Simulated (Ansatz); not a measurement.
# Al2O3: the cell at several levels of theory

One table from this session's results is given with a row withheld; the runs are named, their logs left out.

Program: Ansatz 0.2.0. PAW datasets, plane waves, zero pressure. Spin-unpolarised throughout; all numbers are computed.

## Starting point

The symmetry is R-3c (No. 167, trigonal); conventional cell a = 4.760 Å, c = 12.996 Å, 8.50 Å³ an atom. Al has 6 O at 1.85–1.97 Å; O has 4 Al at 1.85–1.97 Å.

As a file:

```cif
data_structure
_symmetry_space_group_name_H-M 'R-3c:H'
_symmetry_Int_Tables_number 167
_cell_length_a 4.7605
_cell_length_b 4.7605
_cell_length_c 12.9956
_cell_angle_alpha 90.000
_cell_angle_beta 90.000
_cell_angle_gamma 120.000
_cell_volume 255.05
loop_
_atom_site_label
_atom_site_type_symbol
_atom_site_symmetry_multiplicity
_atom_site_Wyckoff_symbol
_atom_site_fract_x
_atom_site_fract_y
_atom_site_fract_z
_atom_site_occupancy
Al1 Al 12 c 0.33333 0.66667 0.01883 1
O1 O 18 e 0.30668 0.00000 0.25000 1
```

The first run:

Contents of input.yaml:

```yaml
crystal:
  lattice:
    - [2.38025, 1.3742379782, 4.3318666667]
    - [-2.38025, 1.3742379782, 4.3318666667]
    - [0.0, -2.7484759565, 4.3318666667]
  atoms:
    - { symbol: Al, position: [0.35216, 0.35216, 0.35216] }
    - { symbol: Al, position: [0.14784, 0.14784, 0.14784] }
    - { symbol: Al, position: [0.64784, 0.64784, 0.64784] }
    - { symbol: Al, position: [0.85216, 0.85216, 0.85216] }
    - { symbol: O, position: [0.55668, 0.94332, 0.25] }
    - { symbol: O, position: [0.25, 0.55668, 0.94332] }
    - { symbol: O, position: [0.94332, 0.25, 0.55668] }
    - { symbol: O, position: [0.44332, 0.05668, 0.75] }
    - { symbol: O, position: [0.75, 0.44332, 0.05668] }
    - { symbol: O, position: [0.05668, 0.75, 0.44332] }
kpoints:
  mp_grid: { grid: [6, 6, 6] }
hamiltonian:
  xc: pbe
scf:
  occupations: { method: fermi_dirac, width: 0.02 }
relax:
  f_tol: 0.005
  cell: {}
```

On the command line:

```
ansatz run input.yaml --threads 4 --pin off --max-ram 9216MiB --backend cpu --events-out ev --progress --plain --runs-dir out
```

Steps of the session up to this table: PBE: cell and atoms; Relaxation with r2SCAN; PBEsol: cell and atoms; Relaxation with LDA.

One table of the session follows, with a row left open; its other results are not shown here.

```
 level  a (Å)   c (Å)  volume (Å³/atom)
   PBE  4.809  13.123             8.760
r2SCAN  4.759  12.995             8.495
PBEsol  4.774  13.015             8.562
   LDA      ?       ?                 ?
```

**Question.** Estimate the row for LDA.

The run gave: a (Å): 4.729; c (Å): 12.892; volume (Å³/atom): 8.323. In the column «a (Å)» it is the lowest.
